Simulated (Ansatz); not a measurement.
## TePt in Ansatz: the effect of Hubbard term

The system is TePt.

```
Pt Te
1.0
     4.26288    0.00000    0.00000
    -2.13144    3.69176    0.00000
     0.00000    0.00000    5.66177
Pt Te
2 2
Direct
  0.00000 0.00000 0.00000
  0.00000 0.00000 0.50000
  0.33333 0.66667 0.25000
  0.66667 0.33333 0.75000
```

Measurements of this composition are mostly on another form, of space group No. 166.

Alike in all runs:

* Program: Ansatz 0.2.0
* Task: band structure
* Functional: PBEsol
* Potentials or basis: Ansatz PAW
* Cutoff: 420 eV (not typed: the program's choice for these potentials)
* k mesh: 7 × 7 × 5
* Occupations: fermi-dirac, width 0.05 eV
* Spin: no spin polarisation
* Path: [["G", "M", "K", "G", "A", "L", "H", "A"], ["L", "M"], ["K", "H"]]
* Points for each segment of the path: 14
* Hubbard projectors: ortho-atomic (the default)
* Double counting: fll (the default)

**Question.** One run gave: pressure -3.9 GPa. Which Hubbard term did it use?
A. Pt d U = 8 eV
B. Pt d U = 5 eV
C. none
D. Pt d U = 3 eV
E. Pt d U = 1 eV

**Answer.** A.

```csv
Hubbard term,pressure (GPa)
none,-4.9
Pt d U = 1 eV,-5.0
Pt d U = 2 eV,-5.0
Pt d U = 3 eV,-4.9
Pt d U = 4 eV,-4.8
Pt d U = 5 eV,-4.6
Pt d U = 6 eV,-4.5
Pt d U = 8 eV,-3.9
```

Caveats: the PAW data sets come from PBE, with cores solved anew for the run's functional, which leaves a small shift of forces and pressure; U without spin polarisation on a metal has little footing (some runs); the U is typed as a test and isn't derived for this compound (some runs).
